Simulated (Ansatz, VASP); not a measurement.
BaS in VASP and in Ansatz

```
CELL_PARAMETERS angstrom
0.00000 3.16630 2.97632
3.16630 0.00000 2.97632
3.16630 3.16630 0.00000
ATOMIC_POSITIONS crystal
Ba 0.00000 0.00000 0.00000
S 0.50000 0.50000 0.50000
```

Change from the starting cell: strain -0.0600 x Voigt [0, 0, 1, 0, 0, 0], atoms carried along.

Alike in both runs: task single point; functional PBEsol; k mesh 8 × 8 × 8; occupations gaussian, width 0.05 eV; no spin polarisation.

```csv
,VASP,Ansatz
version,VASP 6.6.1,Ansatz 0.2.0
potentials or method,"VASP PAW PBE potentials, release 64 (Ba_sv, S)","scalar-relativistic, plane waves, PAW"
plane-wave cutoff (eV),520,420
valence electrons in the cell,16,16
```

VASP gave:

* gap on the k mesh at the Fermi level (eV): 1.53
* least direct gap on the mesh (eV): 1.65
* pressure (GPa): 4.8
* largest component of the traceless stress (GPa): 5.94

Problem. What did Ansatz give for the same quantities?

Solution. gap on the k mesh at the Fermi level (eV): 1.67; least direct gap on the mesh (eV): 1.74; pressure (GPa): 3.9; largest component of the traceless stress (GPa): 5.45.

The functional is the same, so the differences come from potentials, cutoffs and numerics.

Caveats: the PAW data sets were made with another functional, which shifts forces and pressure a little (VASP); spin-orbit coupling is left out, which moves the levels of the heavy elements. A k mesh can miss the band edges.
